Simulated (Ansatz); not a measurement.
A plane-wave DFT run in Ansatz 0.2.0 (scalar-relativistic PAW potentials unless the input names others): input and command.

```yaml
crystal:
  lattice:
    - [0.0, 2.557898195, 2.557898195]
    - [2.557898195, 0.0, 2.557898195]
    - [2.557898195, 2.557898195, 0.0]
  atoms:
    - { symbol: Zr, position: [0.0, 0.0, 0.0] }
    - { symbol: O, position: [0.25, 0.25, 0.25] }
    - { symbol: O, position: [0.75, 0.75, 0.75] }
basis:
  ecutwfc: 420
kpoints:
  mp_grid: { grid: [8, 8, 8] }
hamiltonian:
  xc: pbe
scf:
  occupations: { method: fixed }
  lower_state_search: light
  convergence: { dr2_threshold: 1.0e-08 }
output:
  forces: true
  eigenvalues: true
  stress: true
relax:
  adjacent_minimum: "off"
  f_tol: 0.001
  max_steps: 60
  cell: { stress_tol: 0.02, p_target: 9.0 }
```

```bash
ansatz run input.yaml --threads 1 --pin off --max-ram 1228MiB --backend cpu --events-out ev --progress --plain --runs-dir out
```

Abridged log:
```
Warning: relax.cell: scf.convergence.dr2_threshold = 1e-8 eV is looser than the 4.8e-11 eV advised for a relaxation that steers and ends on the stress (1e-10 eV for each atom of the cell: 3, times the square of relax.cell.stress_tol = 0.02 GPa over its default 0.05). ...
Basis set: ecut = 420 eV, 645 PW (Γ), exchange–correlation on 50×50×50 points (8 copies of the dense FFT grid, shifted against one another)
Bands: 16, of which v1, the nominal top of the filled ones, is band 12 counted from 1 (11 counted from 0)
Symmetry: 48 space group operations
k-points: 29 of 512
SCF iter   1: F=—  HF=-5323.820960 eV  |F-HF|=—  |Δ(HF+E_count)|=         —  Δρ=2.16e-3  dr2=1.07e-3  ethr=1.77e-3  ⟨swp⟩=4.0  Hψ=2034  notcnv=0  defer=58
SCF iter   2: F=—  HF=-5323.820324 eV  |F-HF|=—  |Δ(HF+E_count)|=   6.37e-4  Δρ=1.47e-3  dr2=5.78e-4  ethr=4.48e-6  ⟨swp⟩=2.0  Hψ=1098  notcnv=0  defer=58
SCF iter   3: F=—  HF=-5323.820207 eV  |F-HF|=—  |Δ(HF+E_count)|=   1.17e-4  Δρ=5.63e-4  dr2=1.92e-5  ethr=2.41e-6  ⟨swp⟩=2.0  Hψ=696  notcnv=0  defer=58
SCF iter   4: F=—  HF=-5323.820359 eV  |F-HF|=—  |Δ(HF+E_count)|=   1.52e-4  Δρ=1.52e-4  dr2=1.46e-6  ethr=7.99e-8  ⟨swp⟩=2.0  Hψ=715  notcnv=0  defer=20
SCF iter   5: F=—  HF=-5323.820367 eV  |F-HF|=—  |Δ(HF+E_count)|=   8.40e-6  Δρ=1.36e-5  dr2=1.60e-8  ethr=6.08e-9  ⟨swp⟩=2.0  Hψ=812  notcnv=0  defer=4
SCF iter   6: F=-5323.820367 eV  HF=-5323.820367 eV  |F-HF|=1.38e-9  |Δ(HF+E_count)|=   5.71e-8  Δρ=2.87e-6  dr2=2.04e-9  ethr=4.17e-11  ⟨swp⟩=6.7  Hψ=2135  notcnv=0
SCF 1 converged in 6 iterations: F = -5323.820367 eV  dr2 = 2.04e-9
relax step   1: F+E_penalty+E_count = -5323.82036716 eV  Δ(F+E_penalty+E_count) = +0.000e0 eV  max|allowed force component| = 3.084e-18 eV/Å  Δτ_max = 0.0000 Å  P = +0.008 GPa  Ω = 33.472 Å³  (6 SCF iters, accepted)
Crystal: 3 atoms, lattice volume = 31.999 Å³
Basis set: ecut = 420 eV, 609 PW (Γ), exchange–correlation on 50×50×50 points (8 copies of the dense FFT grid, shifted against one another)
Initial density: handed on by an earlier stage of this run
Initial wavefunctions: those handed on with the density
SCF iter   1: F=—  HF=-5323.777031 eV  |F-HF|=—  |Δ(HF+E_count)|=         —  Δρ=7.44e-3  dr2=1.45e-2  ethr=5.66e-5  ⟨swp⟩=1.0  Hψ=2491  notcnv=0  defer=4
SCF iter   2: F=—  HF=-5323.774619 eV  |F-HF|=—  |Δ(HF+E_count)|=   2.41e-3  Δρ=4.31e-3  dr2=5.23e-3  ethr=5.66e-5  ⟨swp⟩=2.2  Hψ=756  notcnv=0  defer=58
   ...
SCF iter   4: F=-5323.790025 eV  HF=-5323.790025 eV  |F-HF|=3.57e-9  |Δ(HF+E_count)|=   2.00e-7  Δρ=8.85e-6  dr2=7.73e-9  ethr=4.17e-11  ⟨swp⟩=6.3  Hψ=2554  notcnv=0
SCF 5 converged in 4 iterations: F = -5323.790025 eV  dr2 = 7.73e-9
Crystal: 3 atoms, lattice volume = 32.311 Å³
SCF iter   1: F=—  HF=-5323.788759 eV  |F-HF|=—  |Δ(HF+E_count)|=         —  Δρ=1.50e-4  dr2=5.87e-6  ethr=3.04e-8  ⟨swp⟩=1.7  Hψ=2134  notcnv=0
SCF iter   2: F=—  HF=-5323.788654 eV  |F-HF|=—  |Δ(HF+E_count)|=   1.06e-4  Δρ=9.07e-5  dr2=2.43e-6  ethr=2.44e-8  ⟨swp⟩=2.0  Hψ=696  notcnv=0
SCF iter   3: F=—  HF=-5323.788653 eV  |F-HF|=—  |Δ(HF+E_count)|=   5.88e-7  Δρ=2.06e-5  dr2=1.36e-7  ethr=1.01e-8  ⟨swp⟩=2.0  Hψ=648  notcnv=0
SCF iter   4: F=-5323.788653 eV  HF=-5323.788653 eV  |F-HF|=3.71e-9  |Δ(HF+E_count)|=   4.89e-9  Δρ=5.74e-6  dr2=8.48e-9  ethr=4.17e-11  ⟨swp⟩=4.4  Hψ=2492  notcnv=0
SCF 6 converged in 4 iterations: F = -5323.788653 eV  dr2 = 8.48e-9
relax step   6: F+E_penalty+E_count = -5323.78865306 eV  Δ(F+E_penalty+E_count) = +1.372e-3 eV  max|allowed force component| = 6.168e-18 eV/Å  Δτ_max = 0.0000 Å  P = +9.000 GPa  Ω = 32.311 Å³  energy of the carried Pulay correction = +1.199e-4 eV  (4 SCF iters, accepted)
SCF iter   1: F=—  HF=-5323.788758 eV  |F-HF|=—  |Δ(HF+E_count)|=         —  Δρ=1.00e-5  dr2=2.31e-8  ethr=1.91e-8  ⟨swp⟩=3.2  Hψ=3369  notcnv=0  defer=58
SCF iter   2: F=—  HF=-5323.788653 eV  |F-HF|=—  |Δ(HF+E_count)|=   1.05e-4  Δρ=1.01e-5  dr2=2.56e-8  ethr=9.63e-11  ⟨swp⟩=3.2  Hψ=1008  notcnv=0  defer=58
SCF iter   3: F=-5323.788653 eV  HF=-5323.788653 eV  |F-HF|=1.43e-9  |Δ(HF+E_count)|=   4.90e-9  Δρ=3.51e-6  dr2=1.61e-9  ethr=4.17e-11  ⟨swp⟩=6.8  Hψ=2269  notcnv=0
SCF 7 converged in 3 iterations: F = -5323.788653 eV  dr2 = 1.61e-9
SCF converged after 3 iterations
Free energy (F): -5323.788653 eV
Harris-Foulkes:  -5323.788653 eV  (|F-HF|=1.43e-9)
Internal energy: -5323.788653 eV  (E = F + TS)
E sigma→0 (E₀):  -5323.788653 eV
Fermi energy:    12.482850 eV
--- Forces (eV/Å), atoms counted from 1 ---
  atom   1  Zr     0.00000000     0.00000000     0.00000000
  atom   2  O      0.00000000     0.00000000     0.00000000
  atom   3  O      0.00000000     0.00000000     0.00000000
--- Stress (GPa, compression-positive) ---
        8.996700       0.000000       0.000000
        0.000000       8.996700       0.000000
        0.000000       0.000000       8.996700
  P = ⅓ Tr σ = 8.9967 GPa (89.967 kbar)
--- Relaxed structure (5 steps of the walk, 5 accepted, 2 SCFs on fresh bases) ---
  F+E_penalty+E_count = -5323.78865306 eV   max|allowed force component| = 3.180e-18 eV/Å   (the final SCF, on the basis selected at the relaxed cell)
  cell:  # Å, volume = 32.3112 Å³
    - [0.0, 2.52798413, 2.52798413]
    - [2.52798413, 0.0, 2.52798413]
    - [2.52798413, 2.52798413, 0.0]
  atoms:
    - { symbol: Zr, position: [0.0, 0.0, 0.0] }
    - { symbol: O, position: [0.24999999, 0.24999999, 0.24999999] }
    - { symbol: O, position: [0.74999999, 0.74999999, 0.74999999] }
```

Apart from outputs and empty bands, the input differs from a reference run on usual settings in scf.lower_state_search: not typed → "light"; scf.convergence.dr2_threshold: not typed → 1e-08. The reference, at the same start, ended its own course with a relaxed volume of 10.77 Å³/atom, pressure 9.00 GPa, largest force 0.000 eV/Å, gap on the mesh 3.42 eV. This run converged in 34 SCF iterations over all its steps (reference: 36) with an energy at zero smearing within 0.01 meV/atom of the reference's, a relaxed volume of 10.77 Å³/atom, pressure 9.00 GPa, largest force 0.000 eV/Å, gap on the mesh 3.42 eV.

The run took 13 s on 1 thread of Arm Neoverse N1, with other jobs on the host, peak memory 0.33 GiB.